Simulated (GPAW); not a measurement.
The system is WC (Qusongite).

```
W C
1.0
     2.90650    0.00000    0.00000
    -1.45325    2.51710    0.00000
     0.00000    0.00000    2.83660
W C
1 1
Direct
  0.00000 0.00000 0.00000
  0.66667 0.33333 0.50000
```

Program: GPAW 26.7.0. Alike in all runs: cell as given; cutoff (eV) 800.

Task: Order these runs on this cell by their pressure, lowest first.
A. level r2SCAN; potentials or basis GPAW PAW data sets (gpaw-data 1.2.1), pw; spin SOC, no magnetisation; k mesh 7 × 7 × 7; smearing fermi-dirac 0.05 eV; band path GMKGALHA,LM,KH; band points 80; spin axis theta (degrees) 0; spin axis phi (degrees) 0
B. level PBEsol; potentials or basis PAW data sets generated in the run's folder for this functional, pw; spin off; k mesh 10 × 10 × 9; smearing fermi-dirac 0.05 eV; band path GMKGALHA,LM,KH; band points 60
C. level PBE; potentials or basis GPAW PAW data sets (gpaw-data 1.2.1), pw; spin off; k mesh 10 × 10 × 9; smearing gaussian 0.013 eV

Result: B (-4.0 GPa), A (1.3 GPa), C (5.4 GPa).

Caveats: spin-orbit coupling was added after a scalar SCF, so levels and gaps hold it while energy, forces, pressure and moments don't (some runs); the PAW data sets were made with another functional, which shifts forces and pressure a little (some runs).
